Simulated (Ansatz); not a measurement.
## Straining TiAl

The calculation used Ansatz 0.2.0, DFT r2SCAN, scalar-relativistic, plane waves, PAW. Settings: 500 eV cutoff, 18×18×14 k-mesh, Gaussian smearing of 0.10 eV, no spin polarisation.

The relaxed crystal:

```
Ti Al
1.0
     2.80984    0.00000    0.00000
     0.00000    2.80984    0.00000
     0.00000    0.00000    4.06577
Ti Al
1 1
Direct
  0.50000 0.50000 0.50000
  0.00000 0.00000 0.00000
```

Deformation: biaxial strain in the a-b plane, with the length and tilt of c and the atoms relaxed, all within the symmetry that the strain leaves. Energies are extrapolated to zero smearing.

```tsv
strain (%)	ΔE (meV/atom)	a (Å)	b (Å)	c (Å)
-4.5	43.8	2.683	2.683	4.242
-3.0	19.3	2.726	2.726	4.180
-1.5	4.8	2.768	2.768	4.124
+0.0	0.0	2.810	2.810	4.066
+1.5	4.3	2.852	2.852	4.008
+3.0	15.6	2.894	2.894	3.936
+4.5	32.1	2.936	2.936	3.858
```

(1) What stiffness (1/V) d²E/dε² at zero strain does a cubic fit over all points give?

(2) How does the free axis c answer a small strain?

Results:

(1) A cubic fit gives (1/V) d²E/dε² = 373 GPa at zero strain (twice the biaxial modulus).

(2) Between the innermost points its strain is -0.95 times the applied one.